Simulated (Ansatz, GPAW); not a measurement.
**A Ga chain with one Sn atom in line: relaxation, then transmission at several levels**

Wanted: T(E) of a Ga chain with one Sn atom in line at a relaxed geometry in two programs, beside the unrelaxed structure.

Method: Ansatz plane waves; relaxation of the junction with the lead ends held, in the first sound run; inputs show where later runs differ, in GPAW 26.7.0 and Ansatz 0.2.0.

## 1. The structure

The cell holds 13 atoms: 12 Ga and 1 Sn. Its edges and angles: a = 9.000 Å, b = 9.000 Å, c = 33.323 Å, α = 90.0°, β = 90.0°, γ = 90.0°. Regions: left lead, 6 atoms (6 Ga); channel, 1 atom (1 Sn); right lead, 6 atoms (6 Ga). Vacuum lies along a and b. The structure is stacked along c, and the current runs across the ab planes.

## 2. Relaxation

Transmission follows bond lengths closely, so the atoms between the held lead ends are relaxed first, from a slightly shaken start that lets symmetry break.

The input, input.yaml:

```yaml
crystal:
  lattice:
    - [9.0, 0.0, 0.0]
    - [0.0, 9.0, 0.0]
    - [0.0, 0.0, 33.323]
  atoms:
    - { symbol: Ga, position: [0.5, 0.5, 0.0382618612] }
    - { symbol: Ga, position: [0.5, 0.5, 0.1147855835] }
    - { symbol: Ga, position: [0.5, 0.5, 0.1913093059] }
    - { symbol: Ga, position: [0.5, 0.5, 0.2678330282] }
    - { symbol: Ga, position: [0.5060891885, 0.4897388936, 0.3452192756] }
    - { symbol: Ga, position: [0.5002321241, 0.5043941667, 0.4212276469] }
    - { symbol: Sn, position: [0.5060908621, 0.5001058125, 0.4995352494] }
    - { symbol: Ga, position: [0.5019349497, 0.5014403562, 0.578798272] }
    - { symbol: Ga, position: [0.4991756539, 0.5023981356, 0.6562773304] }
    - { symbol: Ga, position: [0.5, 0.5, 0.7321669718] }
    - { symbol: Ga, position: [0.5, 0.5, 0.8086906941] }
    - { symbol: Ga, position: [0.5, 0.5, 0.8852144165] }
    - { symbol: Ga, position: [0.5, 0.5, 0.9617381388] }
kpoints:
  mp_grid: { grid: [1, 1, 3] }
hamiltonian:
  xc: pbe
scf:
  occupations: { method: fermi_dirac, width: 0.1 }
relax:
  f_tol: 0.03
  max_steps: 80
  constraints: [{ sites: [0, 1, 2, 3, 9, 10, 11, 12] }]
```

On the command line:

```
> ansatz run input.yaml --threads 4 --pin off --max-ram 8192MiB --backend cpu --events-out ev --progress --plain --runs-dir out
```

Numbers of over 12 decimals in the logs are rounded to 6 here.

What it wrote:

```text
Engine: ansatz 0.2.0, x86_64-unknown-linux-gnu
Pseudopotentials: kind: paw
Pseudopotential: Ga, paw, valence charge 13, recommended cutoff 420 eV (normal), Ga.paw.azcp
Pseudopotential: Sn, paw, valence charge 14, recommended cutoff 420 eV (normal), Sn.paw.azcp
Functional definition: PBE
  parameter kappa = 0.804
  parameter beta = 0.066725
  exchange = pbe_x(kappa = kappa, mu = beta*pi^2/3)
  correlation = pbe_c(beta = beta)
Crystal: 13 atoms, lattice volume = 2699.163 Å³
Basis set: ecut = 420 eV, 52723 PW (Γ), exchange–correlation on 128×128×450 points (8 copies of the dense FFT grid, shifted against one another)
Bands: 102, of which v1, the nominal top of the filled ones, is band 85 counted from 1 (84 counted from 0)
Symmetry: 1 space group operations
Space group: P1 (ITA 1), of the structure as read, at distance tolerance 1.4e-4 Å
k-points: 2 of 3 (time reversal used)
Non-local potential: Ga, projectors of the file, l = 0: 2, l = 1: 2, l = 2: 3, l = 3: 1
Non-local potential: Sn, projectors of the file, l = 0: 2, l = 1: 2, l = 2: 2, l = 3: 2
PAW form: soft (Blöchl's): semilocal exchange-correlation on the pseudo side does not see the compensation charge
PAW one-centre angular grid: Ga, 590 points (default); XC on 64 Gauss nodes
PAW one-centre angular grid: Sn, 590 points (default); XC on 64 Gauss nodes
Initial density: superposition of atomic densities (neutral atoms: chi_scale 0, normalization atom), corrected by the library's trained network
Initial wavefunctions: pseudopotential atomic-orbital guess
Functional: x = pbe(κ = 0.804, μ = 0.219515), c = pbe(β = 0.066725)
SCF iter   1: F=—  HF=-51403.744928 eV  |F-HF|=—  |Δ(HF+E_count)|=         —  Δρ=1.69e-3  dr2=1.05e0  ethr=1.77e-3  ⟨swp⟩=5.5  Hψ=807  notcnv=0
preconditioner: auto → LDOS  [metal: Δε(μ)=0.104 eV  Ē_g=13.500 eV  σ=0.100 eV  W_gap=0.25  n_scr=246 (ndim 8)  ℏωp=9.0 eV  f_vac=0.735  D(μ)=23.38/eV (n_scr^D=92)  β→1.0]
SCF iter   2: F=—  HF=-51403.699369 eV  |F-HF|=—  |Δ(HF+E_count)|=   4.56e-2  Δρ=6.35e-4  dr2=1.01e-1  ethr=6.18e-4  ⟨swp⟩=2.5  Hψ=240  notcnv=0
SCF iter   3: F=—  HF=-51403.696373 eV  |F-HF|=—  |Δ(HF+E_count)|=   3.00e-3  Δρ=1.87e-4  dr2=5.32e-3  ethr=5.94e-5  ⟨swp⟩=2.0  Hψ=209  notcnv=0
SCF iter   4: F=—  HF=-51403.696501 eV  |F-HF|=—  |Δ(HF+E_count)|=   1.28e-4  Δρ=1.35e-4  dr2=8.00e-4  ethr=3.13e-6  ⟨swp⟩=2.0  Hψ=362  notcnv=0
SCF iter   5: F=—  HF=-51403.696216 eV  |F-HF|=—  |Δ(HF+E_count)|=   2.85e-4  Δρ=5.69e-5  dr2=5.02e-4  ethr=4.71e-7  ⟨swp⟩=2.0  Hψ=368  notcnv=0
SCF iter   6: F=—  HF=-51403.696183 eV  |F-HF|=—  |Δ(HF+E_count)|=   3.29e-5  Δρ=2.17e-5  dr2=5.89e-5  ethr=2.96e-7  ⟨swp⟩=2.0  Hψ=222  notcnv=0
SCF iter   7: F=-51403.696172 eV  HF=-51403.696178 eV  |F-HF|=6.05e-6  |Δ(HF+E_count)|=   5.23e-6  Δρ=8.84e-6  dr2=8.95e-6  ethr=1.32e-8  ⟨swp⟩=5.0  Hψ=632  notcnv=0
SCF 1 converged in 7 iterations: F = -51403.696172 eV  dr2 = 8.95e-6
  greatest PAW one-centre occupation: 0.995 electrons in one spin orbital (limit 2), on the Ga atom at site 4 (counted from 0), in its partial waves of l = 2
relax step   1: F+E_penalty+E_count = -51403.69617193 eV  Δ(F+E_penalty+E_count) = +0.000e0 eV  max|allowed force component| = 1.612e-1 eV/Å  Δτ_max = 0.0000 Å  (7 SCF iters, dr2 threshold 2.25e-5 eV, accepted)
Initial density: handed on by an earlier stage of this run
Initial wavefunctions: those handed on with the density
iter 1 solved again at ethr=3.25e-5 eV; its pass at ethr=3.10e-3 eV (dr2=5.52e-2 eV) is discarded
SCF iter   1: F=—  HF=-51403.720872 eV  |F-HF|=—  |Δ(HF+E_count)|=         —  Δρ=5.16e-4  dr2=5.58e-2  ethr=3.25e-5  ⟨swp⟩=2.0  Hψ=522  notcnv=0
preconditioner: auto → LDOS  [metal: Δε(μ)=0.113 eV  Ē_g=13.486 eV  σ=0.100 eV  W_gap=0.27  n_scr=246 (ndim 8)  ℏωp=9.0 eV  f_vac=0.736  D(μ)=23.58/eV (n_scr^D=92)  β→1.0]
SCF iter   2: F=—  HF=-51403.717055 eV  |F-HF|=—  |Δ(HF+E_count)|=   3.82e-3  Δρ=1.81e-4  dr2=2.22e-3  ethr=3.25e-5  ⟨swp⟩=1.0  Hψ=204  notcnv=0
SCF iter   3: F=—  HF=-51403.717032 eV  |F-HF|=—  |Δ(HF+E_count)|=   2.31e-5  Δρ=9.68e-5  dr2=3.99e-4  ethr=1.31e-6  ⟨swp⟩=2.0  Hψ=378  notcnv=0
SCF iter   4: F=—  HF=-51403.716911 eV  |F-HF|=—  |Δ(HF+E_count)|=   1.21e-4  Δρ=2.82e-5  dr2=7.02e-5  ethr=2.35e-7  ⟨swp⟩=2.0  Hψ=376  notcnv=0
SCF iter   5: F=—  HF=-51403.716907 eV  |F-HF|=—  |Δ(HF+E_count)|=   3.87e-6  Δρ=1.62e-5  dr2=1.43e-5  ethr=4.13e-8  ⟨swp⟩=2.0  Hψ=364  notcnv=0
SCF iter   6: F=—  HF=-51403.716906 eV  |F-HF|=—  |Δ(HF+E_count)|=   1.67e-6  Δρ=6.69e-6  dr2=4.51e-6  ethr=8.41e-9  ⟨swp⟩=2.0  Hψ=370  notcnv=0
SCF iter   7: F=-51403.716905 eV  HF=-51403.716905 eV  |F-HF|=5.41e-7  |Δ(HF+E_count)|=   2.56e-7  Δρ=3.09e-6  dr2=8.92e-7  ethr=9.56e-10  ⟨swp⟩=5.0  Hψ=749  notcnv=0
SCF 2 converged in 7 iterations: F = -51403.716905 eV  dr2 = 8.92e-7
  greatest PAW one-centre occupation: 0.995 electrons in one spin orbital (limit 2), on the Ga atom at site 8 (counted from 0), in its partial waves of l = 2
relax step   2: F+E_penalty+E_count = -51403.71690474 eV  Δ(F+E_penalty+E_count) = -2.073e-2 eV  max|allowed force component| = 1.303e-1 eV/Å  Δτ_max = 0.0752 Å  (7 SCF iters, dr2 threshold 1.62e-6 eV, accepted)
SCF iter   1: F=—  HF=-51403.803514 eV  |F-HF|=—  |Δ(HF+E_count)|=         —  Δρ=7.26e-4  dr2=1.10e-1  ethr=2.41e-3  ⟨swp⟩=5.5  Hψ=435  notcnv=0
preconditioner: auto → LDOS  [metal: Δε(μ)=0.102 eV  Ē_g=13.481 eV  σ=0.100 eV  W_gap=0.25  n_scr=246 (ndim 8)  ℏωp=9.0 eV  f_vac=0.736  D(μ)=23.03/eV (n_scr^D=92)  β→1.0]
SCF iter   2: F=—  HF=-51403.800932 eV  |F-HF|=—  |Δ(HF+E_count)|=   2.58e-3  Δρ=3.98e-4  dr2=1.67e-2  ethr=6.48e-5  ⟨swp⟩=2.0  Hψ=355  notcnv=0
SCF iter   3: F=—  HF=-51403.799754 eV  |F-HF|=—  |Δ(HF+E_count)|=   1.18e-3  Δρ=1.06e-4  dr2=9.22e-4  ethr=9.84e-6  ⟨swp⟩=2.0  Hψ=371  notcnv=0
SCF iter   4: F=—  HF=-51403.799639 eV  |F-HF|=—  |Δ(HF+E_count)|=   1.16e-4  Δρ=4.91e-5  dr2=1.32e-4  ethr=5.43e-7  ⟨swp⟩=2.0  Hψ=374  notcnv=0
SCF iter   5: F=—  HF=-51403.799649 eV  |F-HF|=—  |Δ(HF+E_count)|=   1.08e-5  Δρ=2.77e-5  dr2=4.03e-5  ethr=7.74e-8  ⟨swp⟩=2.0  Hψ=379  notcnv=0
SCF iter   6: F=—  HF=-51403.799645 eV  |F-HF|=—  |Δ(HF+E_count)|=   4.37e-6  Δρ=9.34e-6  dr2=1.09e-5  ethr=2.37e-8  ⟨swp⟩=2.0  Hψ=362  notcnv=0
SCF iter   7: F=—  HF=-51403.799645 eV  |F-HF|=—  |Δ(HF+E_count)|=   1.73e-7  Δρ=5.42e-6  dr2=2.54e-6  ethr=6.39e-9  ⟨swp⟩=2.0  Hψ=376  notcnv=0
SCF iter   8: F=-51403.799645 eV  HF=-51403.799645 eV  |F-HF|=2.68e-7  |Δ(HF+E_count)|=   2.50e-7  Δρ=2.04e-6  dr2=4.85e-7  ethr=6.24e-10  ⟨swp⟩=4.0  Hψ=613  notcnv=0
SCF 3 converged in 8 iterations: F = -51403.799645 eV  dr2 = 4.85e-7
relax step   3: F+E_penalty+E_count = -51403.79964456 eV  Δ(F+E_penalty+E_count) = -8.274e-2 eV  max|allowed force component| = 2.174e-1 eV/Å  Δτ_max = 0.2000 Å  (8 SCF iters, dr2 threshold 1.06e-6 eV, accepted)
[... from here on, the SCF cycles and remarks between the steps are left out ...]
relax step   4: F+E_penalty+E_count = -51403.92771610 eV  Δ(F+E_penalty+E_count) = -1.281e-1 eV  max|allowed force component| = 1.694e-1 eV/Å  Δτ_max = 0.1949 Å  (6 SCF iters, dr2 threshold 3.09e-5 eV, accepted)
relax step   5: F+E_penalty+E_count = -51404.01763627 eV  Δ(F+E_penalty+E_count) = -8.992e-2 eV  max|allowed force component| = 1.743e-1 eV/Å  Δτ_max = 0.1953 Å  (6 SCF iters, dr2 threshold 1.74e-5 eV, accepted)
relax step   6: F+E_penalty+E_count = -51404.07243726 eV  Δ(F+E_penalty+E_count) = -5.480e-2 eV  max|allowed force component| = 1.024e-1 eV/Å  Δτ_max = 0.2000 Å  (6 SCF iters, dr2 threshold 1.85e-5 eV, accepted)
relax step   7: F+E_penalty+E_count = -51404.11046781 eV  Δ(F+E_penalty+E_count) = -3.803e-2 eV  max|allowed force component| = 9.460e-2 eV/Å  Δτ_max = 0.1954 Å  (8 SCF iters, dr2 threshold 3.61e-6 eV, accepted)
relax step   8: F+E_penalty+E_count = -51404.13122815 eV  Δ(F+E_penalty+E_count) = -2.076e-2 eV  max|allowed force component| = 4.086e-2 eV/Å  Δτ_max = 0.1967 Å  (8 SCF iters, dr2 threshold 3.08e-6 eV, accepted)
relax step   9: F+E_penalty+E_count = -51404.14746703 eV  Δ(F+E_penalty+E_count) = -1.624e-2 eV  max|allowed force component| = 2.910e-2 eV/Å  Δτ_max = 0.2000 Å  (10 SCF iters, accepted)
relax step  10: F+E_penalty+E_count = -51404.15960676 eV  Δ(F+E_penalty+E_count) = -1.214e-2 eV  max|allowed force component| = 2.548e-2 eV/Å  Δτ_max = 0.1983 Å  (9 SCF iters, accepted)
relax step  11: F+E_penalty+E_count = -51404.16962529 eV  Δ(F+E_penalty+E_count) = -1.002e-2 eV  max|allowed force component| = 2.613e-2 eV/Å  Δτ_max = 0.1950 Å  (9 SCF iters, accepted)
SCF iter   1: F=—  HF=-51404.181465 eV  |F-HF|=—  |Δ(HF+E_count)|=         —  Δρ=9.97e-4  dr2=6.37e-2  ethr=2.59e-4  ⟨swp⟩=6.0  Hψ=629  notcnv=0
preconditioner: auto → LDOS  [metal: Δε(μ)=0.031 eV  Ē_g=13.391 eV  σ=0.100 eV  W_gap=0.08  n_scr=246 (ndim 8)  ℏωp=9.0 eV  f_vac=0.732  D(μ)=22.46/eV (n_scr^D=84)  β→1.0]
SCF iter   2: F=—  HF=-51404.177949 eV  |F-HF|=—  |Δ(HF+E_count)|=   3.52e-3  Δρ=4.83e-4  dr2=9.53e-3  ethr=3.74e-5  ⟨swp⟩=2.0  Hψ=436  notcnv=0
SCF iter   3: F=—  HF=-51404.176883 eV  |F-HF|=—  |Δ(HF+E_count)|=   1.07e-3  Δρ=1.56e-4  dr2=1.44e-3  ethr=5.61e-6  ⟨swp⟩=2.0  Hψ=378  notcnv=0
SCF iter   4: F=—  HF=-51404.176747 eV  |F-HF|=—  |Δ(HF+E_count)|=   1.36e-4  Δρ=5.31e-5  dr2=1.50e-4  ethr=8.48e-7  ⟨swp⟩=2.0  Hψ=376  notcnv=0
SCF iter   5: F=—  HF=-51404.176780 eV  |F-HF|=—  |Δ(HF+E_count)|=   3.31e-5  Δρ=3.14e-5  dr2=3.57e-5  ethr=8.85e-8  ⟨swp⟩=2.0  Hψ=378  notcnv=0
SCF iter   6: F=—  HF=-51404.176763 eV  |F-HF|=—  |Δ(HF+E_count)|=   1.64e-5  Δρ=8.98e-6  dr2=5.73e-6  ethr=2.10e-8  ⟨swp⟩=2.0  Hψ=348  notcnv=0
SCF iter   7: F=—  HF=-51404.176763 eV  |F-HF|=—  |Δ(HF+E_count)|=   2.97e-9  Δρ=4.06e-6  dr2=1.38e-6  ethr=3.37e-9  ⟨swp⟩=2.0  Hψ=377  notcnv=0
SCF iter   8: F=—  HF=-51404.176764 eV  |F-HF|=—  |Δ(HF+E_count)|=   2.21e-7  Δρ=1.86e-6  dr2=3.11e-7  ethr=8.12e-10  ⟨swp⟩=2.0  Hψ=377  notcnv=0
SCF iter   9: F=-51404.176764 eV  HF=-51404.176764 eV  |F-HF|=2.87e-8  |Δ(HF+E_count)|=   3.38e-8  Δρ=8.18e-7  dr2=5.32e-8  ethr=5.88e-11  ⟨swp⟩=5.0  Hψ=628  notcnv=0
SCF 12 converged in 9 iterations: F = -51404.176764 eV  dr2 = 5.32e-8
relax step  12: F+E_penalty+E_count = -51404.17676359 eV  Δ(F+E_penalty+E_count) = -7.138e-3 eV  max|allowed force component| = 2.207e-2 eV/Å  Δτ_max = 0.1928 Å  (9 SCF iters, accepted)
SCF converged after 9 iterations
Free energy (F): -51404.176764 eV
Harris-Foulkes:  -51404.176764 eV  (|F-HF|=2.87e-8)
Internal energy: -51403.458880 eV  (E = F + TS)
E sigma→0 (E₀):  -51403.817822 eV
Entropy (-TS):   -0.717883 eV (-55.222 meV/atom)
Fermi energy:    -2.524785 eV
--- Per-component energies (eV) ---
  E_band       = -2597.280132
  E_kinetic    = 1539.192054
  E_local      = -49536.580857  (includes V_loc(G=0)·N_el)
  E_nonlocal   = 5013.768288
  E_hartree    = 23163.075935
  E_xc         = -1194.842881
  E_vxc        = -762.514395  (∫ρ·V_xc dr)
  E_paw        = -27935.584665  (= ΣΔE_a)
  E_vpaw       = -5177.293178  (= ΣTr[D̂ρ^β])
  E_aug_tail   = -0.001389  (compensation charges beyond the density's cutoff)
  E_ewald      = -2452.485365
  E_smearing   = -0.717883  (= −TS)
  E_closure    = -0.000000  (closes the sum)
  Σ components = -51404.176764   (vs F -51404.176764, Δ=0.00e0)
--- Forces (eV/Å), atoms counted from 1 ---
  atom   1  Ga    -0.02340383     0.02135642     0.04041417
  atom   2  Ga     0.02336639    -0.00947177     0.05587025
  atom   3  Ga     0.08936233    -0.05079253    -0.19750079
  atom   4  Ga    -0.09856685     0.04590040     0.37322971
  atom   5  Ga    -0.00288867     0.01022532    -0.00239945
  atom   6  Ga     0.02010810    -0.00204430     0.01683306
  atom   7  Sn    -0.00590876     0.00055174    -0.00773395
  atom   8  Ga     0.01620601    -0.00747361     0.00009029
  atom   9  Ga    -0.01739058    -0.00309103     0.02207157
  atom  10  Ga    -0.08929385     0.01810675    -0.42788782
  atom  11  Ga     0.08907507    -0.01320134     0.22041664
  atom  12  Ga     0.02902276    -0.00596303    -0.06016793
  atom  13  Ga    -0.02969989    -0.00411096    -0.03328424
  max |Σ_I F_I| component: 4.85e-5 eV/Å
--- Relaxed structure (12 steps of the walk, 12 accepted, 0 SCFs on fresh bases) ---
  F+E_penalty+E_count = -51404.17676359 eV   max|allowed force component| = 2.207e-2 eV/Å
  atoms:
    - { symbol: Ga, position: [0.5, 0.5, 0.0382618612] }
    - { symbol: Ga, position: [0.5, 0.5, 0.114786] }
    - { symbol: Ga, position: [0.5, 0.5, 0.1913093059] }
    - { symbol: Ga, position: [0.5, 0.5, 0.2678330282] }
    - { symbol: Ga, position: [0.593722, 0.451853, 0.345445] }
    - { symbol: Ga, position: [0.501546, 0.493667, 0.423213] }
    - { symbol: Sn, position: [0.605044, 0.465185, 0.498548] }
    - { symbol: Ga, position: [0.502766, 0.501363, 0.573758] }
    - { symbol: Ga, position: [0.599363, 0.480735, 0.652499] }
    - { symbol: Ga, position: [0.5, 0.5, 0.7321669718] }
    - { symbol: Ga, position: [0.5, 0.5, 0.808691] }
    - { symbol: Ga, position: [0.5, 0.5, 0.8852144165] }
    - { symbol: Ga, position: [0.5, 0.5, 0.961738] }
```

The job ended after 91 s (4 threads of Intel Xeon Platinum 8488C (Sapphire Rapids), shared host; peak memory 2.9 GiB).

The steps of the relaxation:

| step | energy less that of the first step (eV) | largest force component (eV/Å) |
| --- | --- | --- |
| 1 | 0.0000 | 0.1612 |
| 2 | -0.0207 | 0.1303 |
| 3 | -0.1035 | 0.2174 |
| 4 | -0.2315 | 0.1694 |
| 5 | -0.3215 | 0.1743 |
| 6 | -0.3763 | 0.1024 |
| 7 | -0.4143 | 0.0946 |
| 8 | -0.4351 | 0.0409 |
| 9 | -0.4513 | 0.0291 |
| 10 | -0.4634 | 0.0255 |
| 11 | -0.4735 | 0.0261 |
| 12 | -0.4806 | 0.0221 |

The atoms that moved most (Å):

| atom | dx | dy | dz | length |
| --- | --- | --- | --- | --- |
| Sn7 | 0.891 | -0.314 | -0.033 | 0.945 |
| Ga9 | 0.902 | -0.195 | -0.126 | 0.931 |
| Ga5 | 0.789 | -0.341 | 0.008 | 0.859 |
| Ga8 | 0.007 | -0.001 | -0.168 | 0.168 |
| Ga6 | 0.012 | -0.097 | 0.066 | 0.118 |

Numbers from this step:

```yaml
free_energy: -51404.1768 eV
smearing_term_ts: 0.7179 eV
symmetry_operations: 1
```

The relaxation lowered the energy of the cell by 0.481 eV.

(Continued in part 2 of 4.)

[Logs are printed without paths, hosts, clocks, repeated set-up lines and the standing remarks that a program may print on its own settings, such as how far it seeks lower states.]

[Hosts, paths, dates, database ids (printed as entryN), source tags and the programs' standing remarks are cut or masked in the printed files.]
